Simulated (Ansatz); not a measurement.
# BN: a jump of H

Level of theory: Ansatz 0.2.0, DFT PBE+D3(BJ), scalar-relativistic, plane waves, PAW. (420 eV cutoff, 2×2×2 k-mesh, shifted by half a step, Gaussian smearing of 0.02 eV, no spin polarisation)

In a supercell of 32 host sites with charge +1, interstitial H hops to an equivalent place, moving 2.51 Å between the relaxed ends. Climbing-image nudged elastic band at fixed cell with images 0 (start) to 4 (end), the path measured over all atoms, converged to 0.05 eV/Å; the order of the saddle wasn't checked, and the small cell leaves errors of about a tenth of an eV. Zero-point motion and tunnelling, which matter for H, are left out.

Start:

```xyz
33
Lattice="-5.0122 2.8938 3.2949 0.0000 -5.7876 3.2949 5.0122 2.8938 3.2949" Properties=species:S:1:pos:R:3 pbc="T T T"
B     3.7594   -0.7339    6.5724
B     2.5036    1.4456    6.5990
B     1.2440    3.6230    6.5728
B    -3.7594   -0.7339    6.5723
B     0.0000    0.0002    9.8530
B     0.0000   -1.5082    3.3419
B    -1.3063    0.7543    3.3423
B    -1.2594   -0.7269    6.6219
B    -2.5154   -2.8886    6.5726
B    -2.5036    1.4456    6.5989
B     1.3063    0.7543    3.3422
B     1.2594   -0.7269    6.6219
B     0.0000   -2.8908    6.5988
B     0.0000    1.4544    6.6221
B    -1.2440    3.6229    6.5728
B     2.5154   -2.8886    6.5726
N    -1.2563    2.1726    3.2910
N    -2.5075   -1.4475    6.5816
N     1.2532   -2.1740    3.2908
N     1.2563    2.1725    3.2910
N     0.0000    0.0001    3.5954
N     0.0000   -1.4467    6.6007
N    -1.2530    0.7236    6.6009
N     3.7607    2.1714    3.2711
N     2.5096    0.0020    3.2912
N     2.5075   -1.4475    6.5816
N     1.2530    0.7236    6.6010
N    -3.7607    2.1714    3.2711
N     0.0000    2.8955    6.5821
N     0.0000   -4.3423    3.2707
N    -1.2532   -2.1740    3.2908
N    -2.5096    0.0020    3.2912
H     0.0000   -0.0003    4.6421
```

Atom 33 jumps to (1.253, 2.170, 4.642) Å.

Give the energy along the band and the structure at its top.

```
image path (Å) E − E(0) (eV) H x (Å) H y (Å) H z (Å) force on H (eV/Å)
    0      0.00          0.000    0.000    0.000    4.642               0.00
    1      0.96          0.895    0.630    0.364    4.951               0.05
    2      1.92          0.029    1.232    0.730    5.283               0.01
    3      2.88          0.891    1.246    1.458    5.003               0.54
    4      3.84          0.000    1.253    2.170    4.642               0.00
```

Barrier 0.89 eV. Image 1:
```xyz
33
Lattice="-5.0122 2.8938 3.2949 0.0000 -5.7876 3.2949 5.0122 2.8938 3.2949" Properties=species:S:1:pos:R:3 pbc="T T T"
B     3.7539   -0.7166    6.5557
B     2.5040    1.4569    6.4376
B     1.2477    3.6258    6.5532
B    -3.7705   -0.7202    6.6284
B    -0.0085    0.0063    9.8600
B    -0.0076   -1.4567    3.4653
B    -1.2736    0.7382    3.4670
B    -1.2717   -0.7219    6.6236
B    -2.5186   -2.8888    6.6269
B    -2.5232    1.4545    6.6340
B     1.2805    0.7520    3.3023
B     1.2391   -0.7557    6.5108
B    -0.0130   -2.8943    6.6339
B    -0.0450    1.4687    6.5079
B    -1.2563    3.6296    6.5382
B     2.5043   -2.8856    6.5401
N    -1.2641    2.1691    3.3946
N    -2.5180   -1.4426    6.6151
N     1.2375   -2.1624    3.3961
N     1.2466    2.1808    3.2571
N     0.0263    0.0255    3.6794
N    -0.0134   -1.4479    6.6073
N    -1.2704    0.7307    6.6063
N     3.7517    2.1782    3.2456
N     2.5018    0.0077    3.2581
N     2.4975   -1.4378    6.5363
N     1.2054    0.7073    6.2128
N    -3.7680    2.1740    3.2857
N    -0.0059    2.8993    6.5301
N    -0.0110   -4.3329    3.2891
N    -1.2668   -2.1536    3.2852
N    -2.5072   -0.0039    3.2875
H     0.6297    0.3637    4.9508
```

Cost: 1 run of about 2.3 core-minutes, on AMD EPYC 9R45 (Zen 5) (shared hosts).